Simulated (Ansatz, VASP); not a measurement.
## SnTe in VASP and in Ansatz

```
CELL_PARAMETERS angstrom
0.00000 3.63063 3.63063
3.63063 0.00000 3.63063
3.63063 3.63063 0.00000
ATOMIC_POSITIONS crystal
Sn 0.00000 0.00000 0.00000
Te 0.25000 0.25000 0.25000
```

Change from the starting cell: volume scaled by 1.02.

Alike in both runs: task single point; functional PBE; k mesh 9 × 9 × 9; occupations fermi-dirac, width 0.05 eV; no spin polarisation.

|  | VASP | Ansatz |
| --- | --- | --- |
| version | VASP 6.6.1 | Ansatz 0.2.0 |
| potentials or method | VASP PAW PBE potentials, release 64 (Sn_d, Te), cutoff 520 eV | all-electron LAPW, scalar-relativistic |

|  | VASP | Ansatz | Ansatz less VASP |
| --- | --- | --- | --- |
| pressure (GPa) | -0.5 | -0.4 | +0.02 |

Ansatz ran all-electron here, so the differences hold the error of VASP's frozen core and of both bases.
